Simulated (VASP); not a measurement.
Wanted: the native input for a VASP 6.6.1 run.

```
Task                   : electrostatic potential
Functional             : r2SCAN
Dispersion             : rVV10
Potentials or basis    : VASP PAW PBE potentials, release 64 (Pt)
Cutoff                 : 520 eV
k mesh                 : 18 × 18 × 18
Occupations            : methfessel-paxton, width 0.1 eV
Spin                   : no spin polarisation
Further INCAR settings : ALGO = Normal; EDIFF = 1e-06
```

The structure of Pt lies in POSCAR:

```
Pt                                      
1.0
    0.0000000000      1.9672213264      1.9672213264
    1.9672213264      0.0000000000      1.9672213264
    1.9672213264      1.9672213264      0.0000000000
  Pt            
     1
Direct
     0.0000000000000000    0.0000000000000000    0.0000000000000000
```

The cell was built by a generator and needn't be a form met in nature.

These files were run (other wordings do the same):

INCAR

```
SYSTEM = Pt
PREC = Accurate
ENCUT = 520
EDIFF = 1E-6
ISMEAR = 1
SIGMA = 0.1
LREAL = .False.
LASPH = .True.
NELM = 60
ALGO = Normal
ISIF = 2
LWAVE = .False.
LCHARG = .True.
METAGGA = R2SCAN
LMIXTAU = .True.
LUSE_VDW = .True.
IVDW_NL = 2
BPARAM = 11.95
CPARAM = 0.0093
LVHAR = .True.
```

KPOINTS

```
regular mesh
0
Gamma
  18 18 18
  0 0 0
```

Potentials or basis: VASP PAW PBE potentials, release 64 (Pt).

The run is started by

```sh
$ cat potpaw_PBE.64/Pt/POTCAR > POTCAR
$ mpirun -np 1 vasp_std > vasp.out
```

Results of the run:

```json
{"Pressure": "0.0 GPa", "Band gap on the k mesh": "none (metal or under the smearing width)"}
```

Caveat: the PAW data sets were made with another functional, which shifts forces and pressure a little.

Wall time 76 s on 1 thread of Intel(R) Xeon(R) Platinum 8375C CPU @ 2.90GHz (Ice Lake) (shared host), peak memory 0.24 GiB.
